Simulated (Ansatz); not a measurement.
# HfO2 (Fm-3m) under uniaxial strain along [001]

Aim: how do the optical modes of HfO2 (Fm-3m) shift and split under this strain?

Calculated with Ansatz 0.2.0; DFT PBEsol, scalar-relativistic, plane waves, PAW; PAW set soft_1.

## 1. The structure

Symmetry: Fm-3m, No. 225, cubic system. Conventional cell: a = 5.115 Å, b = 5.115 Å, c = 5.115 Å, α = 90.00°, β = 90.00°, γ = 90.00°. Nearest to O lie 4 Hf at 2.21 Å. Hf has 8 O at 2.21 Å nearest. Farther neighbours and most contacts between anions are not listed.

## 2. A rough relaxation first

The start is far from rest, so a relaxation with loose tolerances brings it close first.

input.yaml

```yaml
crystal:
  lattice:
    - [0.0, 2.5575, 2.5575]
    - [2.5575, 0.0, 2.5575]
    - [2.5575, 2.5575, 0.0]
  atoms:
    - { symbol: O, position: [0.25, 0.25, 0.25] }
    - { symbol: O, position: [0.75, 0.75, 0.75] }
    - { symbol: Hf, position: [0.0, 0.0, 0.0] }
kpoints:
  mp_grid: { grid: [6, 6, 6] }
hamiltonian:
  xc: pbesol
  pseudopotentials: { kind: paw, azcp: { folder: soft_1 }, xc_functional: pbe }
scf:
  occupations: { method: gaussian, width: 0.1 }
output:
  forces: true
  stress: true
  eigenvalues: true
relax:
  adjacent_minimum: "off"
  f_tol: 0.05
  max_steps: 80
  cell: { stress_tol: 0.5 }
```

Run with:

```sh
> ansatz run input.yaml --threads 4 --pin off --max-ram 10240MiB --backend cpu --events-out ev --progress --plain --runs-dir out
```

Numbers of over 12 decimals in the logs are rounded to 6 here.

Output:

```text
The last accepted step is kept in <dir> (removed where the run ends without a failure and the disk answers)
Engine: ansatz 0.2.0, aarch64-unknown-linux-gnu
Pseudopotentials: kind: paw
Pseudopotential: O, paw, valence charge 6, recommended cutoff 420 eV (normal), soft_1/O.paw.azcp
Pseudopotential: Hf, paw, valence charge 26, recommended cutoff 420 eV (normal), soft_1/Hf.paw.azcp
Functional definition: PBEsol
[...]
--- Relaxed structure (3 steps of the walk, 3 accepted, 1 SCFs on fresh bases) ---
  F+E_penalty+E_count = -16725.85042707 eV   max|allowed force component| = 1.793e-17 eV/Å   (the final SCF, on the basis selected at the relaxed cell)
  cell:  # Å, volume = 32.1403 Å³
    - [0, 2.523520, 2.523520]
    - [2.523520, 0, 2.523520]
    - [2.523520, 2.523520, 0]
  atoms:
    - { symbol: O, position: [0.25, 0.25, 0.25] }
    - { symbol: O, position: [0.75, 0.75, 0.75] }
    - { symbol: Hf, position: [0, 0, 0] }
[key lines of the parts left out:]
SCF converged after 5 iterations
Free energy (F): -16725.850427 eV
Fermi energy:    16.781225 eV
P = ⅓ Tr σ = -0.3897 GPa (-3.897 kbar)
```

Elapsed: 1.3 s, on 4 threads of Arm Neoverse V2, shared host; peak memory 0.31 GiB.

The steps of the relaxation:

```
step  energy less that of the first step (eV)  largest force component (eV/Å)  pressure (GPa)  volume (Å³)
   1                                   0.0000                          0.0000          -10.09        33.46
   2                                  -0.0473                          0.0000            2.67        31.81
   3                                  -0.0485                          0.0000           -0.17        32.14
  4*                                  -0.0443                          0.0000           -0.39        32.14
```

Relaxation steps marked * repeat the geometry before them on a plane-wave basis chosen anew for their cell, so energy and pressure can jump there.

Forces are held to the 48 operations that the run works with; a distortion that breaks them can't arise in this run.

```csv
"conventional cell, symmetrised",before,after,change
a (Å),5.115,5.047,-1.3 %
b (Å),5.115,5.047,-1.3 %
c (Å),5.115,5.047,-1.3 %
volume (Å³/atom),11.15,10.71,-3.9 %
```

Final coordinates:

```cif
data_structure
_symmetry_space_group_name_H-M 'P 1'
_symmetry_Int_Tables_number 1
_cell_length_a 3.5688
_cell_length_b 3.5688
_cell_length_c 3.5688
_cell_angle_alpha 60.000
_cell_angle_beta 60.000
_cell_angle_gamma 60.000
_cell_volume 32.14
loop_
_atom_site_label
_atom_site_type_symbol
_atom_site_fract_x
_atom_site_fract_y
_atom_site_fract_z
_atom_site_occupancy
O1 O 0.25000 0.25000 0.25000 1
O2 O 0.75000 0.75000 0.75000 1
Hf3 Hf 0.00000 0.00000 0.00000 1
```

A gap read on the k-mesh alone can miss the band edges.

Numbers from this step:

```
pressure          : -0.3897 GPa
gap on the k-mesh : 3.684 eV
volume per atom   : 10.71 Å³
```

In this step the volume went from 11.15 to 10.71 Å³/atom.

## 3. Relaxation

The cell and atoms are relaxed, since residual forces and stress would shift the frequencies.

input.yaml, the sections that differ from step 2:

```yaml
crystal:
  lattice:
    - [0.0, 2.5235197264, 2.5235197264]
    - [2.5235197264, 0.0, 2.5235197264]
    - [2.5235197264, 2.5235197264, 0.0]
  atoms:
    - { symbol: O, position: [0.25, 0.25, 0.25] }
    - { symbol: O, position: [0.75, 0.75, 0.75] }
    - { symbol: Hf, position: [0.0, 0.0, 0.0] }
kpoints:
  mp_grid: { grid: [8, 8, 8] }
scf:
  occupations: { method: gaussian, width: 0.02 }
relax:
  adjacent_minimum: "off"
  f_tol: 0.005
  max_steps: 80
  cell: { stress_tol: 0.05 }
# hamiltonian, output: as in step 2
```

Output:

```text
[...]
Crystal: 3 atoms, lattice volume = 32.140 Å³
Basis set: ecut = 420 eV, 609 PW (Γ), exchange–correlation on 48×48×48 points (8 copies of the dense FFT grid, shifted against one another)
Bands: 23, of which v1, the nominal top of the filled ones, is band 19 counted from 1 (18 counted from 0)
Symmetry: 48 space group operations
[...]
k-points: 29 of 512
[...]
k-point 28: bands = [... 15 lower, 12.3095, 12.3095, 13.4781, 14.7527, 19.7363, 20.1000, 22.1272, 22.1272]
--- Relaxed structure (3 steps of the walk, 3 accepted, 1 SCFs on fresh bases) ---
[...]
cell:  # Å, volume = 32.0936 Å³
    - [0, 2.522296, 2.522296]
    - [2.522296, 0, 2.522296]
    - [2.522296, 2.522296, 0]
  atoms:
    - { symbol: O, position: [0.250000, 0.250000, 0.250000] }
    - { symbol: O, position: [0.750000, 0.750000, 0.750000] }
    - { symbol: Hf, position: [0, 0, 0] }
[key lines of the parts left out:]
SCF converged after 4 iterations
Free energy (F): -16725.850651 eV
Fermi energy:    16.811191 eV
P = ⅓ Tr σ = -0.0114 GPa (-0.114 kbar)
```

Run time: 1.6 s. Hardware: 4 threads; peak memory 0.32 GiB; 4.8 s of CPU time.

Little changed from the start: no atom moved by 0.005 Å and no cell edge by 0.1 %.

This step gave:

```yaml
pressure: -0.01139 GPa
gap_on_the_k_mesh: 3.688 eV
volume_per_atom: 10.70 Å³
```

In this step the volume went from 10.71 to 10.70 Å³/atom.

## 4. Tight relaxation

Phonons need small forces and stress, so the relaxation is finished with tight tolerances on 8×8×8 k points.

input.yaml, the sections that differ from step 3:

```yaml
crystal:
  lattice:
    - [0.0, 2.5222959938, 2.5222959938]
    - [2.5222959938, 0.0, 2.5222959938]
    - [2.5222959938, 2.5222959938, 0.0]
  atoms:
    - { symbol: O, position: [0.25, 0.25, 0.25] }
    - { symbol: O, position: [0.75, 0.75, 0.75] }
    - { symbol: Hf, position: [0.0, 0.0, 0.0] }
scf:
  occupations: { method: fixed }
relax:
  adjacent_minimum: "off"
  f_tol: 0.001
  max_steps: 60
  cell: { stress_tol: 0.01 }
# kpoints, hamiltonian, output: as in step 3
```

Output:

```text
[...]
Crystal: 3 atoms, lattice volume = 32.094 Å³
Basis set: ecut = 420 eV, 609 PW (Γ), exchange–correlation on 48×48×48 points (8 copies of the dense FFT grid, shifted against one another)
Bands: 23, of which v1, the nominal top of the filled ones, is band 19 counted from 1 (18 counted from 0)
Symmetry: 48 space group operations
[...]
k-points: 29 of 512
[...]
k-point 28: bands = [... 15 lower, 12.3103, 12.3103, 13.4790, 14.7536, 19.7374, 20.1012, 22.1286, 22.1286]
--- Relaxed structure (2 steps of the walk, 2 accepted, 1 SCFs on fresh bases) ---
[...]
cell:  # Å, volume = 32.0920 Å³
    - [0, 2.522254, 2.522254]
    - [2.522254, 0, 2.522254]
    - [2.522254, 2.522254, 0]
  atoms:
    - { symbol: O, position: [0.25, 0.25, 0.25] }
    - { symbol: O, position: [0.75, 0.75, 0.75] }
    - { symbol: Hf, position: [0, 0, 0] }
[key lines of the parts left out:]
SCF converged after 6 iterations
Free energy (F): -16725.850658 eV
Fermi energy:    14.968270 eV
P = ⅓ Tr σ = 0.0017 GPa (0.017 kbar)
```

The job ended after 1.2 s (4 threads; peak memory 0.32 GiB; 3.6 s of CPU time).

Little changed from the start: no atom moved by 0.005 Å and no cell edge by 0.1 %.

This step gave:

```yaml
pressure: 0.001677 GPa
```

The forces vanish by symmetry and the pressure is 0.002 GPa, within the tolerances set. The cell now holds 10.70 Å³/atom.

## 5. Zone-centre response at rest

The modes at rest are the reference of the series, and the response to a field gives the dielectric tensor and the Born charges.

input.yaml, the sections that differ from step 4:

```yaml
crystal:
  lattice:
    - [0.0, 2.5222544525, 2.5222544525]
    - [2.5222544525, 0.0, 2.5222544525]
    - [2.5222544525, 2.5222544525, 0.0]
  atoms:
    - { symbol: O, position: [0.25, 0.25, 0.25] }
    - { symbol: O, position: [0.75, 0.75, 0.75] }
    - { symbol: Hf, position: [0.0, 0.0, 0.0] }
output:
  eigenvalues: true
phonons:
  method: dfpt
  dielectric: true
  rigid_motions: translations
# kpoints, hamiltonian, scf: as in step 4
# relax: removed
```

Output:

```text
[...]
Crystal: 3 atoms, lattice volume = 32.092 Å³
Basis set: ecut = 420 eV, 609 PW (Γ), exchange–correlation on 48×48×48 points (8 copies of the dense FFT grid, shifted against one another)
Bands: 23, of which v1, the nominal top of the filled ones, is band 19 counted from 1 (18 counted from 0)
Symmetry: 48 space group operations
k-points: 95 of 512 (irreducible under 4 space group operations, time reversal used)
[...]
SCF iter   1: F=—  HF=-16726.434860 eV  |F-HF|=—  |Δ(HF+E_count)|=         —  Δρ=9.04e-2  dr2=1.92e0  ethr=3.10e-3  ⟨swp⟩=4.2  Hψ=7191  notcnv=0  defer=183
[...]
SCF iter  10: F=-16725.850658 eV  HF=-16725.850658 eV  |F-HF|=3.64e-12  |Δ(HF+E_count)|=  1.82e-11  Δρ=3.94e-8  dr2=3.05e-13  ethr=1.00e-12  ⟨swp⟩=6.3  Hψ=10930  notcnv=0
SCF 1 converged in 10 iterations: F = -16725.850658 eV  dr2 = 3.05e-13
[...]
DFPT response loops at Γ: preconditioner auto → none (the input reference at scf.mixing.eps_inf says where Resta's filter doesn't serve); β = 0.50; Broyden in place of MSR1
SCF converged after 10 iterations
Free energy (F): -16725.850658 eV
[...]
Internal energy: -16725.850658 eV  (E = F + TS)
E sigma→0 (E₀):  -16725.850658 eV
Fermi energy:    14.968269 eV
[...]
--- Band table (eV; the first three rows and the last of 95) ---
  k-point 0: bands = [... 15 lower, 9.4160, 14.3343, 14.3343, 14.3343, 18.7760, 18.7760, 20.6746, 25.5706]
  k-point 1: bands = [... 15 lower, 9.8688, 13.8622, 14.0325, 14.0325, 19.0822, 19.0822, 21.2893, 24.8262]
  k-point 2: bands = [... 15 lower, 10.8976, 12.9268, 13.4935, 13.4935, 19.5348, 19.5348, 21.9327, 24.2584]
  k-point 94: bands = [... 15 lower, 12.3103, 12.3103, 13.4790, 14.7536, 19.7374, 20.1012, 22.1286, 22.1286]
--- Phonons (Γ-DFPT): 2 representative perturbations + reference, on 95 of 512 k-points (Σ response iterations 9) ---
  k mesh reduced under 4 symmetry operations, with k and −k counted as one. Each operation leaves every solved perturbation unchanged. A smaller set is not considered because the run solves the response to a homogeneous field
  ASR residual: 1.481e-5 → 0.000e0 eV/Å²; symmetrization residual: 5.670e-7 eV/Å²
  ASR residual per site (eV/Å²): 1.48e-5 1.48e-5 6.33e-6
  Γ frequencies (cm⁻¹): 0.00 0.00 0.00 236.31 236.31 236.31 580.25 580.25 580.25
  ε∞ (high-frequency dielectric tensor):
        5.379543    -0.000000     0.000000
        0.000000     5.379543     0.000000
        0.000000     0.000000     5.379543
  ε⁰ (static dielectric tensor: ions relaxed, cell fixed):
       36.696776     0.000000     0.000000
        0.000000    36.696776    -0.000000
        0.000000    -0.000000    36.696776
  ε⁰ − ε∞ (ionic part):
       31.317232     0.000000     0.000000
        0.000000    31.317232    -0.000000
        0.000000    -0.000000    31.317232
  softest optical mode at Γ: 236.31 cm⁻¹; the repairs (sum rule, projections) moved no ω² at Γ by more than (0.58 cm⁻¹)²
  Born effective charges Z* (e; rows j = field, columns β = displacement):
    site 0:
        -2.78159    0.00000   -0.00000
        -0.00000   -2.78159    0.00000
        -0.00000    0.00000   -2.78159
    site 1:
        -2.78159    0.00000   -0.00000
        -0.00000   -2.78159   -0.00000
         0.00000    0.00000   -2.78159
    site 2:
         5.56318   -0.00000    0.00000
         0.00000    5.56318    0.00000
        -0.00000   -0.00000    5.56318
  Z* charge neutrality: 9.077e-6 e pre-enforcement
  k-mesh period / interband length: 28.5 Å / 1.37 Å = 20.90 at k = (0.0000, 0.0000, 0.0000), direct gap 4.442 eV — 14 or more, which is no proof of convergence
  optical modes at Γ without the LO–TO term, one row a degenerate level:
      ω (cm⁻¹)  modes    IR ((D/Å)²/amu)
        236.31      3            78.9444
        580.25      3             0.0000
  optical modes at Γ + LO–TO along q̂ = [1.0000, 0.0000, 0.0000]:
      ω (cm⁻¹)  modes    IR ((D/Å)²/amu)
        236.31      2            52.6296
        580.25      3             0.0000
        617.21      1            26.3148
  optical modes at Γ + LO–TO along q̂ = [0.0000, 1.0000, 0.0000]:
      ω (cm⁻¹)  modes    IR ((D/Å)²/amu)
        236.31      2            52.6296
        580.25      3             0.0000
        617.21      1            26.3148
  optical modes at Γ + LO–TO along q̂ = [0.0000, 0.0000, 1.0000]:
      ω (cm⁻¹)  modes    IR ((D/Å)²/amu)
        236.31      2            52.6296
        580.25      3             0.0000
        617.21      1            26.3148
```

It took 8.8 s on 4 threads; peak memory 0.58 GiB; 32 s of CPU time.

The column dr2 measures how far the density is from self-consistency, as an energy; F and HF (Harris–Foulkes) agree once it is small.

Numbers from this step:

```
sum-rule residual before enforcement                    : 1.48e-5 eV/Å²
miss of the charge sum rule                             : 9.08e-6 e
point group                                             : m-3m
highest optical mode at the zone centre (no LO-TO term) : 580.2 cm⁻¹
lowest optical zone-centre mode                         : 236.3 cm⁻¹
mean high-frequency dielectric constant                 : 5.380
largest Born charge (third of the trace)                : 5.563 e
mean static dielectric constant                         : 36.70
top of the zone-centre spectrum with the field          : 617.2 cm⁻¹
```

Without the LO-TO term. Patterns of degenerate modes are one choice out of their space. The modes at Γ (shares of kinetic energy by element, %):

```
mode  frequency (cm⁻¹)  symmetry  O %  Hf %
   1               0.0  acoustic   15    85
   2               0.0  acoustic   15    85
   3               0.0  acoustic   15    85
   4             236.3       T1u   85    15
   5             236.3       T1u   85    15
   6             236.3       T1u   85    15
   7             580.2       T2g  100     0
   8             580.2       T2g  100     0
   9             580.2       T2g  100     0
```

Displacements in mode 4 (236.3 cm⁻¹), the largest set to 1:
```
O1   0.01 -0.01  1.00
O2   0.01 -0.01  1.00
Hf3  0.00  0.00 -0.18
```

Displacements in mode 7 (580.2 cm⁻¹), the largest set to 1:
```
O1   0.00  0.00 -1.00
O2   0.00  0.00  1.00
Hf3  0.00  0.00  0.00
```

Optical modes at the zone centre, without and with the macroscopic field of the longitudinal modes; each column is sorted by frequency, so a row need not hold one and the same mode. Modes with and without the field, by row:

```
rank among optical modes  no field (cm⁻¹)  q along (1, 0, 0) (cm⁻¹)
                       1            236.3                     236.3
                       2            236.3                     236.3
                       3            236.3                     580.2
                       4            580.2                     580.2
                       5            580.2                     580.2
                       6            580.2                     617.2
```

Born charge (rows field, columns displacement) (e), principal values of the symmetric part by kind of site:

```
atom  atoms with these values    low  middle   high   mean
  O1                        2  -2.78   -2.78  -2.78  -2.78
 Hf3                        1   5.56    5.56   5.56   5.56
```

In full for Hf3:

```
5.56 0.00 0.00
0.00 5.56 0.00
0.00 0.00 5.56
```

High-frequency dielectric tensor:

```
5.38 0.00 0.00
0.00 5.38 0.00
0.00 0.00 5.38
```

Static dielectric tensor (ions relaxed, fixed cell):

```
36.70  0.00  0.00
 0.00 36.70  0.00
 0.00  0.00 36.70
```

Transverse modes. Lines of the infrared spectrum (strongest = 100):

```
position (cm⁻¹)  label  relative intensity
            236    T1u                 100
            580    T2g                 0.0
```

Before it was imposed, the acoustic sum rule was missed by 1.5e-5 eV/Å² and the charge sum rule by 9.1e-6 e. Small misses are needed for a sound result but don't prove that mesh and cutoff are converged. The lowest optical mode is real, 236 cm⁻¹.

## 6. A member of the series: uniaxial strain of +4 % along [001]

The cell takes a uniaxial strain of +4 % along [001]. The strained length and the angles are held, while the rest of the cell and the atoms relax.

input.yaml, the sections that differ from step 5:

```yaml
crystal:
  lattice:
    - [0.0, 2.5110489967, 2.6231446305]
    - [2.5110489967, 0.0, 2.6231446305]
    - [2.5110489967, 2.5110489967, 0.0]
  atoms:
    - { symbol: O, position: [0.25, 0.25, 0.25] }
    - { symbol: O, position: [0.75, 0.75, 0.75] }
    - { symbol: Hf, position: [0.0, 0.0, 0.0] }
  conventional_axes: [[-1, 1, 1], [1, -1, 1], [1, 1, -1]]
output:
  forces: true
  stress: true
  eigenvalues: true
relax:
  adjacent_minimum: "off"
  f_tol: 0.001
  max_steps: 60
  cell: { stress_tol: 0.01, fix: [c, angles] }
# kpoints, hamiltonian, scf: as in step 5
# phonons: removed
```

Output:

```text
[...]
Crystal: 3 atoms, lattice volume = 33.080 Å³
Basis set: ecut = 420 eV, 625 PW (Γ), exchange–correlation on 50×50×48 points (8 copies of the dense FFT grid, shifted against one another)
Bands: 23, of which v1, the nominal top of the filled ones, is band 19 counted from 1 (18 counted from 0)
Symmetry: 16 space group operations
[...]
k-points: 59 of 512
[...]
k-point 58: bands = [... 15 lower, 10.9929, 13.0194, 13.0194, 14.1556, 18.0479, 19.8086, 20.4361, 22.2598]
--- Relaxed structure (4 steps of the walk, 4 accepted, 2 SCFs on fresh bases) ---
[...]
cell:  # Å, volume = 32.9914 Å³
    - [0.0, 2.507693, 2.6231446305]
    - [2.507693, 0, 2.6231446305]
    - [2.507693, 2.507693, 0]
  atoms:
    - { symbol: O, position: [0.25, 0.25, 0.250000] }
    - { symbol: O, position: [0.75, 0.75, 0.750000] }
    - { symbol: Hf, position: [0, 0, 0] }
[key lines of the parts left out:]
SCF converged after 6 iterations
Free energy (F): -16725.767777 eV
Fermi energy:    14.616735 eV
P = ⅓ Tr σ = -6.8250 GPa (-68.250 kbar)
```

Elapsed: 3.5 s, on 4 threads; peak memory 0.36 GiB.

Step by step:

```
step  energy less that of the first step (eV)  largest force component (eV/Å)  pressure (GPa)  volume (Å³)
   1                                   0.0000                          0.0000           -7.45        33.08
   2                                  -0.0007                          0.0000           -6.54        32.96
   3                                  -0.0006                          0.0000           -6.82        32.99
  4*                                  -0.0002                          0.0000           -6.84        32.99
   5                                  -0.0002                          0.0000           -6.82        32.99
  6*                                  -0.0002                          0.0000           -6.82        32.99
```

Relaxation steps marked * repeat the geometry before them on a plane-wave basis chosen anew for their cell, so energy and pressure can jump there.

Forces are held to the 16 operations that the run works with; a distortion that breaks them can't arise in this run.

| conventional cell, symmetrised | before | after | change |
| --- | --- | --- | --- |
| a (Å) | 3.551 | 3.546 | -0.1 % |
| b (Å) | 3.551 | 3.546 | -0.1 % |
| c (Å) | 5.246 | 5.246 | -0.0 % |
| volume (Å³/atom) | 11.03 | 11.00 | -0.3 % |

Final coordinates:

```cif
data_structure
_symmetry_space_group_name_H-M 'P 1'
_symmetry_Int_Tables_number 1
_cell_length_a 3.6290
_cell_length_b 3.6290
_cell_length_c 3.5464
_cell_angle_alpha 60.750
_cell_angle_beta 60.750
_cell_angle_gamma 58.501
_cell_volume 32.99
loop_
_atom_site_label
_atom_site_type_symbol
_atom_site_fract_x
_atom_site_fract_y
_atom_site_fract_z
_atom_site_occupancy
O1 O 0.25000 0.25000 0.25000 1
O2 O 0.75000 0.75000 0.75000 1
Hf3 Hf 0.00000 0.00000 0.00000 1
```

Numbers from this step:

| Property | Result |
| --- | --- |
| pressure | -6.825 GPa |
| gap on the k-mesh | 3.223 eV |
| volume per atom | 11.00 Å³ |

The forces vanish by symmetry.

(Part 1 of 2 ends here.)

[Logs are printed without paths, hosts, clocks, repeated set-up lines and the standing remarks that a program may print on its own settings, such as how far it seeks lower states.]

[Hosts, paths, dates, database ids (printed as entryN), source tags and the programs' standing remarks are cut or masked in the printed files.]
